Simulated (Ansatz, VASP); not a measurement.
# Two plane-wave programs on PbS

```
Pb S
1.0
     0.00000    2.96500    2.96500
     2.96500    0.00000    2.96500
     2.96500    2.96500    0.00000
Pb S
1 1
Cartesian
  0.0000 0.0000 0.0000
  2.9650 2.9650 3.0275
```

Change from the starting cell: all S atoms moved +0.062 Å, as atom 2 along Cartesian [0 0 1].

Alike in both runs: task single point; functional LDA; k mesh 10 × 10 × 10; occupations gaussian, width 0.03 eV; no spin polarisation.

|  | VASP | Ansatz |
| --- | --- | --- |
| version | VASP 6.6.1 | Ansatz 0.2.0 |
| potentials or method | VASP PAW LDA potentials, release 64 (Pb_d, S) | scalar-relativistic, plane waves, PAW |
| plane-wave cutoff (eV) | 520 | 420 |
| valence electrons in the cell | 20 | 20 |

|  | VASP | Ansatz | Ansatz less VASP |
| --- | --- | --- | --- |
| gap on the k mesh at the Fermi level (eV) | 0.28 | 0.29 | +0.018 |
| least direct gap on the mesh (eV) | 0.28 | 0.29 | +0.018 |
| pressure (GPa) | -2.4 | -2.5 | -0.04 |
| largest component of the traceless stress (GPa) | 0.10 | 0.10 | -0.001 |
| rms of the force components (eV/Å) | 0.008 | 0.006 | -0.0011 |

Atom by atom the forces differ by 0.001 eV/Å (rms over components).

Caveats: spin-orbit coupling is left out, which as a rule narrows the gap of such compounds by several tenths of an eV.
